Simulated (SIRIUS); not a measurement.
Runs of SIRIUS 7.12.0 on Au. Symmetry: Fm-3m, No. 225, cubic system. The conventional cell has a = 4.070 Å, b = 4.070 Å, c = 4.070 Å, α = 90.00°, β = 90.00°, γ = 90.00°. Around Au (site symmetry m-3m) lie 12 Au at 2.88 Å. 

```csv
task,level,potentials or basis,cell,k mesh,optimizer,fmax,max steps,target pressure,gap on the mesh (eV),pressure (GPa),relaxed volume (Å³/atom)
relaxation of cell and atoms,RPBE+D3,PseudoDojo 0.4.1 PBE standard (scalar relativistic),relaxed,8 × 8 × 8,BFGS,0.02 eV/Å,30,0 GPa,none,0.0,(a)
single point,PBEsol,PseudoDojo 0.4.1 PBEsol standard (scalar relativistic),as given,11 × 11 × 11,-,-,-,-,none,1.3,-
single point,PBEsol,PseudoDojo 0.4.1 PBEsol standard (scalar relativistic),cell strained at random at fixed volume,11 × 11 × 11,-,-,-,-,none,1.5,-
relaxation of cell and atoms,RPBE+D4,PseudoDojo 0.4.1 PBE standard (scalar relativistic),relaxed,8 × 8 × 8,BFGS,0.02 eV/Å,30,0 GPa,none,0.0,17.22
relaxation of cell and atoms,RPBE,PseudoDojo 0.4.1 PBE standard (scalar relativistic),relaxed,8 × 8 × 8,BFGS,0.02 eV/Å,30,0 GPa,none,0.0,18.52
```

Alike in all rows: no spin polarisation; cutoff (eV) 1054; smearing fermi-dirac 0.05 eV.

Fill in the values left out.

(a) 18.21.

Caveats: the potentials were made for another functional, which shifts forces and pressure (some runs); pairwise dispersion overbinds metals, which lowers pressure and volume (some runs).

A k mesh can miss the band edges, and the runs leave out spin-orbit coupling on Au.

A gap of «none» marks a metal or a gap under the smearing width.

The runs were made with more than one version of the program.

Runs at the PBE level aren't shown here.
